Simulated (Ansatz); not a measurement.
## A change and its effect: Be₂C (Fm-3m)

```yaml
crystal:
  lattice:
    - [0.00000, 2.16046, 2.16046]
    - [2.16046, 0.00000, 2.16046]
    - [2.16046, 2.16046, 0.00000]
  atoms:
    - { symbol: Be, position: [0.25000, 0.25000, 0.25000] }
    - { symbol: Be, position: [0.75000, 0.75000, 0.75000] }
    - { symbol: C, position: [0.00000, 0.00000, 0.00000] }
```

Level of theory, where no other is named: r²SCAN, PAW on Ansatz 0.2.0's default frozen-core files (fitted under PBE), scalar-relativistic. k mesh 8×8×8, fixed occupations, cutoff 500 eV. The cell was relaxed by PAW under this functional.

With these settings the run gives a highest phonon of 983.6 cm⁻¹ on a 2×2×2 q mesh (finite displacements, no LO-TO term).

Q: The run is repeated in the same cell with kpoints.mp_grid.shift from its default to [0.5, 0.5, 0.5]. What moves, and by how much?

A: highest phonon: -0.01 %; largest phonon shift: +0.5 cm⁻¹.

Caveats: frozen-core PAW files fitted under PBE, their cores solved anew for the functional of the run; k mesh lowers the symmetry.
